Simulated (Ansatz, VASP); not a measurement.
# PbS in VASP and in Ansatz

File INCAR:

```
SYSTEM = PbS
PREC = Accurate ; ENCUT = 520
EDIFF = 1E-7 ; ISMEAR = 0
SIGMA = 0.03 ; LREAL = .False.
LASPH = .True. ; NELM = 60
ALGO = Normal ; ISIF = 2
LWAVE = .False. ; LCHARG = .False.
GGA = PE ; IVDW = 12
NBANDS = 17
```

The input KPOINTS:

```
regular mesh
0
Gamma
  10 10 10
  0 0 0
```

Contents of POSCAR:

```
PbS
1.0
    0.0000000000      3.1132500000      2.8167500000
    3.1132500000      0.0000000000      2.8167500000
    3.1132500000      3.1132500000      0.0000000000
Pb S
1 1
Direct
    0.0000000000      0.0000000000      0.0000000000
    0.5000000000      0.5000000000      0.5000000000
```

Input for Ansatz:

```yaml
crystal:
  lattice:
    - [0.0, 3.11325, 2.81675]
    - [3.11325, 0.0, 2.81675]
    - [3.11325, 3.11325, 0.0]
  atoms:
    - { symbol: Pb, position: [0.0, 0.0, 0.0] }
    - { symbol: S, position: [0.5, 0.5, 0.5] }
basis:
  ecutwfc: 420
kpoints:
  mp_grid: { grid: [10, 10, 10] }
hamiltonian:
  xc: pbe
  dispersion: d3bj
scf:
  occupations: { method: gaussian, width: 0.03 }
output:
  forces: true
  stress: true
  eigenvalues: true
```

Change from the starting cell: strain +0.050 along x and y, -0.050 along z, atoms carried along.

Alike in both runs: task single point; functional PBE; dispersion D3(BJ); k mesh 10 × 10 × 10; occupations gaussian, width 0.03 eV; no spin polarisation.

|  | VASP | Ansatz |
| --- | --- | --- |
| version | VASP 6.6.1 | Ansatz 0.2.0 |
| potentials or method | VASP PAW PBE potentials, release 64 (Pb_d, S) | scalar-relativistic, plane waves, PAW |
| plane-wave cutoff (eV) | 520 | 420 |
| valence electrons in the cell | 20 | 20 |

```tsv
	VASP	Ansatz	Ansatz less VASP
gap on the k mesh at the Fermi level (eV)	0.26	0.25	-0.005
least direct gap on the mesh (eV)	0.26	0.25	-0.005
pressure (GPa)	-0.8	-0.8	+0.07
largest component of the traceless stress (GPa)	8.55	8.54	-0.008
```

Caveats: spin-orbit coupling is left out, which as a rule narrows the gap of such compounds by several tenths of an eV.
